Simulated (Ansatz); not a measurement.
# TiB in Ansatz: the effect of target pressure

Crystal: TiB.

```
Ti B
1.0
     6.12000    0.00000    0.00000
     0.00000    3.06000    0.00000
     0.00000    0.00000    4.56000
Ti B
4 4
Direct
  0.67700 0.25000 0.37700
  0.32300 0.75000 0.62300
  0.82300 0.75000 0.87700
  0.17700 0.25000 0.12300
  0.52900 0.25000 0.89700
  0.47100 0.75000 0.10300
  0.97100 0.75000 0.39700
  0.02900 0.25000 0.60300
```

Alike in all runs:

| Quantity | Value |
| --- | --- |
| Program | Ansatz 0.2.0 |
| Task | relaxation of cell and atoms |
| Functional | PBEsol |
| Potentials or basis | Ansatz PAW |
| Cutoff | 420 eV (not typed: the program's choice for these potentials) |
| k mesh | 5 × 9 × 6 |
| Occupations | fermi-dirac, width 0.05 eV |
| Spin | no spin polarisation |

Each run relaxes the cell or the atoms first.

```tsv
target pressure	relaxed volume (Å³/atom)
0 GPa	10.40
2 GPa	10.31
5 GPa	10.17
10 GPa	9.97
20 GPa	9.62
30 GPa	?
```

Q: What does the run with target pressure 30 GPa give?

A: Relaxed volume 9.31 Å³/atom.

Worked out: In Murnaghan's law V^(-B') rises as a straight line in P. The other rows fit best with B' = 4.8, V0 = 10.40 Å³/atom and B0 = 211 GPa, which gives 9.33 Å³/atom at 30 GPa, against the run's 9.31.

Caveats: the plane-wave basis is chosen anew once the cell has moved, so the energies of steps on either side of that aren't comparable; the PAW data sets come from PBE, with cores solved anew for the run's functional, which leaves a small shift of forces and pressure.
